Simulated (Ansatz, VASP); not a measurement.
## PbS (Galena): VASP beside Ansatz

```
CELL_PARAMETERS angstrom
0.00000 2.96575 2.96575
2.96575 0.00000 2.96575
2.96575 2.96575 0.00000
ATOMIC_POSITIONS crystal
Pb 0.00000 0.00000 0.00000
S 0.50000 0.50000 0.50000
```

Alike in both runs: task single point; functional PBE; k mesh 3 × 3 × 3; occupations fermi-dirac, width 0.02 eV; no spin polarisation.

|  | VASP | Ansatz |
| --- | --- | --- |
| version | VASP 6.6.1 | Ansatz 0.2.0 |
| potentials or method | VASP PAW PBE potentials, release 64 (Pb_d, S), cutoff 520 eV | all-electron LAPW, scalar-relativistic |

Ansatz gave:

```
gap on the k mesh at the Fermi level (eV) : 2.22
least direct gap on the mesh (eV)         : 2.22
pressure (GPa)                            : 1.2
```

Estimate VASP's values.

gap on the k mesh at the Fermi level (eV): 2.22; least direct gap on the mesh (eV): 2.22; pressure (GPa): 1.1.

Ansatz ran all-electron here, so the differences hold the error of VASP's frozen core and of both bases.

Caveats: the k mesh is coarse (spacing up to 0.61 Å⁻¹), so the values aren't converged. The runs have no spin-orbit coupling, so splittings on Pb are missing.
